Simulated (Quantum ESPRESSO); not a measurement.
AlCu under changes of volume

One of the cells (13.466 Å³/atom); the others are scaled copies at fixed shape and fractional positions:

```
Cu Al
1.0
     2.99751    0.00000    0.00000
     0.00000    2.99751    0.00000
     0.00000    0.00000    2.99751
Cu Al
1 1
Direct
  0.50000 0.50000 0.50000
  0.00000 0.00000 0.00000
```

The cell comes from a database or a generator and needn't be the stable form of this composition.

| Item | Value |
| --- | --- |
| Program | Quantum ESPRESSO 7.5 |
| Functional | PBEsol |
| Potentials or basis | GBRV 1.5 PBEsol |
| Cutoff | 762 eV |
| Density cutoff | 6095 eV |
| k mesh | 9 × 9 × 9 |
| Occupations | fermi-dirac, width 0.05 eV |
| Spin | no spin polarisation |

```tsv
volume (Å³/atom)	energy over the lowest point (meV/atom)	pressure (GPa)
12.658	2.53	2.7
12.928	0.00	0.0
13.197	1.92	-2.6
13.466	7.76	-4.7
13.736	17.07	-6.7
14.005	29.47	-8.5
14.274	?	?
```

Problem. What does the run at 14.274 Å³/atom give?

Solution. Energy over the lowest point 44.61 meV/atom; pressure -10.0 GPa.

Worked out: A Birch-Murnaghan fit of order 3 (a polynomial in V^(-2/3)) to the other rows has its minimum at 12.94 Å³/atom with B0 = V·E''(V) = 126 GPa and B' = 4.8. It gives 44.57 meV/atom at 14.274 Å³/atom, against the run's 44.61, and -dE/dV = -9.7 GPa, against -10.0.

Energies are extrapolated to zero smearing.
